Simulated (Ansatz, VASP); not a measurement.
**TaN: VASP beside Ansatz**

```
Ta N
1.0
     2.91828    0.00000    0.00000
    -1.45914    2.52730    0.00000
     0.00000    0.00000    2.86365
Ta N
1 1
Direct
  0.33333 0.66667 0.50000
  0.00000 0.00000 0.00000
```

Change from the starting cell: volume scaled by 0.98.

Alike in both runs: task single point; functional PBE; k mesh 12 × 12 × 10; occupations fermi-dirac, width 0.02 eV; no spin polarisation.

|  | VASP | Ansatz |
| --- | --- | --- |
| version | VASP 6.6.1 | Ansatz 0.2.0 |
| potentials or method | VASP PAW PBE potentials, release 64 (Ta_pv, N), cutoff 520 eV | all-electron LAPW, scalar-relativistic |

|  | VASP | Ansatz | Ansatz less VASP |
| --- | --- | --- | --- |
| pressure (GPa) | 13.0 | 12.3 | -0.69 |
| largest component of the traceless stress (GPa) | 1.43 | 1.30 | -0.127 |

Ansatz ran all-electron here, so the differences hold the error of VASP's frozen core and of both bases.

The runs have no spin-orbit coupling, so splittings on Ta are missing.
